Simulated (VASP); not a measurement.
# TiS2 in VASP: relaxation of cell and atoms with LDA

Aim: the relaxation of cell and atoms of TiS2 with LDA.

Everything below comes from runs of VASP 6.6.1. Logs are shortened: lines on timing, memory, paths and dates and some standing lists are left out, and cuts for length are marked.

## (1) Starting point

The cell holds a sheet with vacuum, 3 atoms: a = 3.400 Å, b = 3.400 Å, c = 18.860 Å, α = 90.00°, β = 90.00°, γ = 120.00°.

The cell was built by a generator and needn't be a form met in nature.

## (2) Relaxation of cell and atoms, LDA

The input, INCAR:

```
SYSTEM = TiS2
PREC = Accurate ; ENCUT = 600
EDIFF = 1E-7 ; ISMEAR = 0
SIGMA = 0.08 ; LREAL = .False.
LASPH = .True. ; NELM = 120
ALGO = Fast ; ISIF = 3
LWAVE = .False. ; LCHARG = .False.
GGA = CA ; IBRION = 2
NSW = 60 ; EDIFFG = -0.005
LATTICE_CONSTRAINTS = .TRUE. .TRUE. .FALSE. ; KPAR = 2
```

The input, KPOINTS:

```
Automatic mesh
0
Gamma
  12 12 1
  0 0 0
```

The input, POSCAR:

```
TiS2
1.0
    3.4000000000      0.0000000000      0.0000000000
   -1.7000000000      2.9444863700      0.0000000000
    0.0000000000      0.0000000000     18.8600000000
S Ti
2 1
Direct
    0.3333330000      0.6666670000      0.4241781500
    0.6666670000      0.3333330000      0.5758218500
    0.0000000000      0.0000000000      0.5000000000
```

Potentials or basis: VASP PAW LDA potentials, release 64 (S, Ti_sv).

Started as:

```sh
cat potpaw_LDA.64/S/POTCAR potpaw_LDA.64/Ti_sv/POTCAR > POTCAR
mpirun -np 2 vasp_std > vasp.out
```

OUTCAR:

```text
SYSTEM = TiS2
   PREC = Accurate
   ENCUT = 600
   EDIFF = 1E-7
   ISMEAR = 0
   LREAL = .False.
   LASPH = .True.
   NELM = 120
   ISIF = 3
   GGA = CA
   IBRION = 2
   NSW = 60
   EDIFFG = -0.005

 ion  position               nearest neighbor table
   1  0.333  0.667  0.424-   3 2.43   3 2.43   3 2.43
   2  0.667  0.333  0.576-   3 2.43   3 2.43   3 2.43
   3  0.000  0.000  0.500-   1 2.43   2 2.43   1 2.43   2 2.43   2 2.43   1 2.43

  LATTYP: Found a hexagonal cell.
 ALAT       =     3.4000000000
 C/A-ratio  =     5.5470588235

  Lattice vectors:

 A1 = (   3.4000000000,   0.0000000000,   0.0000000000)
 A2 = (  -1.7000000000,   2.9444863700,   0.0000000000)
 A3 = (   0.0000000000,   0.0000000000,  18.8600000000)

Analysis of symmetry for initial positions (statically):
=====================================================================
 Subroutine PRICEL returns:
 Original cell was already a primitive cell.

 Routine SETGRP: Setting up the symmetry group for a
 hexagonal supercell.

 Subroutine GETGRP returns: Found 12 space group operations
 (whereof 12 operations were pure point group operations)
 out of a pool of 24 trial point group operations.

The static configuration has the point symmetry D_3d.

Analysis of symmetry for dynamics (positions and initial velocities):
=====================================================================
 Subroutine PRICEL returns:
 Original cell was already a primitive cell.

 Routine SETGRP: Setting up the symmetry group for a
 hexagonal supercell.

 Subroutine GETGRP returns: Found 12 space group operations
 (whereof 12 operations were pure point group operations)
 out of a pool of 24 trial point group operations.

The dynamic configuration has the point symmetry D_3d.

 Subroutine INISYM returns: Found 12 space group operations
 (whereof 12 operations are pure point group operations),
 and found     1 'primitive' translations

----------------------------------------------------------------------------------------

                                     Primitive cell

  volume of cell :     188.8122

  direct lattice vectors                    reciprocal lattice vectors
     3.400000000  0.000000000  0.000000000     0.294117647  0.169808903  0.000000000
    -1.700000000  2.944486370  0.000000000     0.000000000  0.339617806  0.000000000
     0.000000000  0.000000000 18.860000000     0.000000000  0.000000000  0.053022269

  length of vectors
     3.400000000  3.399999998 18.860000000     0.339617805  0.339617806  0.053022269

  position of ions in fractional coordinates (direct lattice)
     0.333333000  0.666667000  0.424178150
     0.666667000  0.333333000  0.575821850
     0.000000000  0.000000000  0.500000000

  ion indices of the primitive-cell ions
   primitive index   ion index
                 1           1
                 2           2
                 3           3

----------------------------------------------------------------------------------------

 KPOINTS: Automatic mesh

Automatic generation of k-mesh.
 Grid dimensions read from file:
 generate k-points for:   12   12    1

 Generating k-lattice:

  Cartesian coordinates                     Fractional coordinates (reciprocal lattice)
     0.024509804  0.014150742  0.000000000     0.083333333  0.000000000  0.000000000
     0.000000000  0.028301484  0.000000000     0.000000000  0.083333333  0.000000000
     0.000000000  0.000000000  0.053022269     0.000000000  0.000000000  1.000000000

  Length of vectors
     0.028301484  0.028301484  0.053022269

  Shift w.r.t. Gamma in fractional coordinates (k-lattice)
     0.000000000  0.000000000  0.000000000

 Subroutine IBZKPT returns following result:
 ===========================================

 Found     19 irreducible k-points:

 Following reciprocal coordinates:
            Coordinates               Weight
  0.000000  0.000000  0.000000      1.000000
  0.083333  0.000000  0.000000      6.000000
  0.166667 -0.000000  0.000000      6.000000
  0.250000 -0.000000  0.000000      6.000000
  0.333333  0.000000  0.000000      6.000000
  0.416667  0.000000  0.000000      6.000000
[... 11 lines left out ...]
  0.333333  0.250000  0.000000     12.000000
  0.333333  0.333333  0.000000      2.000000
   k-points           NKPTS =     19   k-points in BZ     NKDIM =     19   number of bands    NBANDS=     16
   number of dos      NEDOS =    301   number of ions     NIONS =      3
   total plane-waves  NPLWV = 125440
   dimension x,y,z NGX =    28 NGY =   28 NGZ =  160
   dimension x,y,z NGXF=    56 NGYF=   56 NGZF=  320
   ions per type =               2   1
   NGX,Y,Z   is equivalent  to a cutoff of  13.69, 13.69, 14.10 a.u.
   NGXF,Y,Z  is equivalent  to a cutoff of  27.38, 27.38, 28.21 a.u.
 SYSTEM =  TiS2
   PREC   = accura    normal or accurate (medium, high low for compatibility)
   ISTART =      0    job   : 0-new  1-cont  2-samecut
   ICHARG =      2    charge: 1-file 2-atom 10-const
   ISPIN  =      1    spin polarized calculation?
   LNONCOLLINEAR =      F non collinear calculations
   LSORBIT =      F    spin-orbit coupling
   LASPH  =      T    aspherical Exc in radial PAW
   ENCUT  =  600.0 eV  44.10 Ry    6.64 a.u.   6.79  6.79 37.67*2*pi/ulx,y,z
   NELM   =    120;   NELMIN=  2; NELMDL= -5     # of ELM steps
   EDIFF  = 0.1E-06   stopping-criterion for ELM
   LREAL  =      F    real-space projection
   EDIFFG = -.5E-02   stopping-criterion for IOM
   NSW    =     60    number of steps for IOM
   IBRION =      2    ionic relax: 0-MD 1-quasi-New 2-CG
   NFREE  =      1    steps in history (QN), initial steepest desc. (CG)
   ISIF   =      3    stress and relaxation
   ISYM   =      2    0-nonsym 1-usesym 2-fastsym
   POTIM  = 0.5000    time-step for ionic-motion
   TEBEG  =    0.0;   TEEND  =   0.0 temperature during run
   PSTRESS=    0.0 pullay stress
   NELECT =      24.0000    total number of electrons
   NUPDOWN=      -1.0000    fix difference up-down
   EMIN   =  10.00;   EMAX   =-10.00  energy-range for DOS
   EFERMI =   0.00;   METHOD = LEGACY
   ISMEAR =     0;   SIGMA  =   0.08  broadening in eV -4-tet -1-fermi 0-gaus
   EFERMI_NEDOS =   21; number of points for ismear=-14 and -15
   IALGO  =     68    algorithm
   IMIX   =      4    mixing-type and parameters
     AMIX     =   0.40;   BMIX     =  1.00
     AMIX_MAG =   1.60;   BMIX_MAG =  1.00
  volume/ion in A,a.u.               =      62.94       424.72
  Fermi-wavevector in a.u.,A,eV,Ry     =   0.823130  1.555490  9.218536  0.677543
  Thomas-Fermi vector in A             =   1.934587
   LORBIT       =      0    0 simple, 1 ext, 2 COOP (PROOUT), +10 PAW based schemes
   GGA     = CA    functional components
   LHFCALC =     F    Hartree Fock is set to
   AEXX    =    0.0000 exact exchange contribution
   IVDW    =     0    specifies the selected vdW correction
   LEPSILON=     F    determine dielectric tensor
   LRPA    =     F    only Hartree local field effects (RPA)
 conjugate gradient relaxation of ions
 non-spin polarized calculation
 RMM-DIIS sequential band-by-band and
 Gauss-broadening in eV      SIGMA  =   0.08
  energy-cutoff  :      600.00
  volume of cell :      188.81
 maximum number of plane-waves:      6345
 NGX is ok and might be reduce to    28
   NGX = 13   NGY = 13   NGZ = 75

--------------------------------------- Ionic step        1  -------------------------------------------

 number of electron      23.9999997 magnetization

 Free energy of the ion-electron system (eV)
  ---------------------------------------------------
  ext. energy  EPLUGINS =         0.00000000
  ---------------------------------------------------
  free energy    TOTEN  =       -21.78134578 eV

  energy without entropy =      -21.77931590  energy(sigma->0) =      -21.78033084

------------------------ aborting loop because EDIFF is reached ----------------------------------------

  FORCE on cell =-STRESS in cart. coord.  units (eV):
  Direction    XX          YY          ZZ          XY          YZ          ZX
  --------------------------------------------------------------------------------------
  -------------------------------------------------------------------------------------
  Total       -2.2422267     -2.2422267     -1.6453095      0.0000000     -0.0000000      0.0000000
  in kB      -19.0265455    -19.0265455    -13.9613699      0.0000000     -0.0000000      0.0000000
  external PRESSURE =     -17.3381536 kB  Pullay stress =       0.0000000 kB

 VOLUME and BASIS-vectors are now :
 -----------------------------------------------------------------------------
  energy-cutoff  :      600.00
  volume of cell :      188.81
      direct lattice vectors                 reciprocal lattice vectors
     3.400000000  0.000000000  0.000000000     0.294117647  0.169808903  0.000000000
    -1.700000000  2.944486370  0.000000000     0.000000000  0.339617806  0.000000000
     0.000000000  0.000000000 18.860000000     0.000000000  0.000000000  0.053022269
[... 260 lines left out ...]
 POSITION                                       TOTAL-FORCE (eV/Angst)
 -----------------------------------------------------------------------------------
     -0.00000      1.91578      8.01266        -0.000000      0.000000     -0.000224
      1.65911      0.95789     10.84734         0.000000     -0.000000      0.000224
     -0.00000      0.00000      9.43000         0.000000      0.000000     -0.000000
 -----------------------------------------------------------------------------------
    total drift:                               -0.000000      0.000000      0.000000

  FREE ENERGIE OF THE ION-ELECTRON SYSTEM (eV)
  ---------------------------------------------------
  free  energy   TOTEN  =       -21.8437443526 eV

  energy  without entropy=      -21.8418247715  energy(sigma->0) =      -21.84278456

--------------------------------------- Ionic step        9  -------------------------------------------

 number of electron      24.0000000 magnetization

 Free energy of the ion-electron system (eV)
  ---------------------------------------------------
  ext. energy  EPLUGINS =         0.00000000
  ---------------------------------------------------
  free energy    TOTEN  =       -21.84375187 eV

  energy without entropy =      -21.84183178  energy(sigma->0) =      -21.84279182

 E-fermi :  -2.4022     XC(G=0):  -3.7710

 val. band max:       -2.6158985615   @ k =   0.0833   0.0000   0.0000
 cond. band min:      -2.3887476976   @ k =   0.5000  -0.0000   0.0000
 fundamental gap:      0.2271508639
 Fermi energy:        -2.4022230230

 k-point     1 :       0.0000    0.0000    0.0000
  band No.  band energies     occupation
      1     -59.1126      2.00000
      2     -35.7645      2.00000
      3     -35.6839      2.00000
      4     -35.6839      2.00000
      5     -16.0898      2.00000
      6     -14.7889      2.00000
[... 8 lines left out ...]
     15      -1.3031      0.00000
     16       1.5892      0.00000
[... 362 lines left out ...]
 POSITION                                       TOTAL-FORCE (eV/Angst)
 -----------------------------------------------------------------------------------
     -0.00000      1.91632      8.01312         0.000000      0.000000     -0.001362
      1.65958      0.95816     10.84688        -0.000000      0.000000      0.001362
      0.00000      0.00000      9.43000        -0.000000      0.000000      0.000000
 -----------------------------------------------------------------------------------
    total drift:                                0.000000      0.000000      0.000000

  FREE ENERGIE OF THE ION-ELECTRON SYSTEM (eV)
  ---------------------------------------------------
  free  energy   TOTEN  =       -21.8437518650 eV

  energy  without entropy=      -21.8418317800  energy(sigma->0) =      -21.84279182

 reached required accuracy - stopping structural energy minimisation
```

Wall time 6.8 min (2 MPI ranks of Intel Xeon Platinum 8488C (Sapphire Rapids), shared host); peak memory 0.31 GiB.

Results:

```yaml
Free_energy: -21.8438 eV
Relaxed_volume: 59.98 Å³/atom
Relaxed_cell: a = 3.319 Å, b = 3.319 Å, c = 18.860 Å, α = 90.00°, β = 90.00°, γ = 120.00°
Space_group_after_relaxing_to_0.05_Å: P-3m1 (No. 164)
Energy_gained_by_relaxing: 20.8 meV/atom
Ionic_steps: 9
Band_gap_on_the_k_mesh: none (metal or under the smearing width)
```

Step by step:
```csv
step,energy change (eV),largest force (eV/Å),pressure (GPa),volume (Å³)
1,0.0000,0.5695,-1.73,188.81
2,-0.0379,0.4490,1.26,175.44
3,-0.0622,0.0325,0.01,180.40
4,-0.0622,0.0454,0.04,180.23
5,-0.0623,0.0143,-0.01,180.31
6,-0.0623,0.0054,-0.03,180.33
7,-0.0624,0.0026,-0.01,180.07
8,-0.0624,0.0002,0.01,179.84
9,-0.0624,0.0014,0.01,179.94
```

Final structure:
```
S Ti
1.0
     3.31917    0.00000    0.00000
    -1.65958    2.87448    0.00000
     0.00000    0.00000   18.86000
S Ti
2 1
Direct
  0.33333 0.66667 0.42487
  0.66667 0.33333 0.57513
  0.00000 0.00000 0.50000
```
